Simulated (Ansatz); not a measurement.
# CsI, response to strain

Base system: CsI in the CsCl type structure (space group Pm-3m, No. 221).

```
CELL_PARAMETERS angstrom
      4.66692     0.00000     0.00000
      0.00000     4.66692     0.00000
      0.00000     0.00000     4.66692
ATOMIC_POSITIONS crystal
  Cs 0.00000 0.00000 0.00000
  I  0.50000 0.50000 0.50000
```

Strains are applied to the cell and any free atomic positions relax.

The values are results of Ansatz (a program for electronic structure), PBE, PAW, cutoff 420 eV, without spin-orbit coupling, not measurements.

Notes on the quantities. energy relative to the base: free energy F.

```tsv
isotropic strain (%)	energy relative to the base (meV/atom)
-5.96	64.1
-5.13	45.8
0	0.0
1.4	?
2.32	7.0
```

Problem. Fit ΔE = Aε² + Bε³ (ε in %) to the rows shown and predict the withheld row.

Solution. Least squares on the printed values gives A = 1.43 and B = -0.063 meV/atom (largest residual 0.2 meV/atom); this predicts 2.6 meV/atom, and the run gives 2.7 meV/atom, in agreement.

Whether these cells are dynamically stable was not tested.
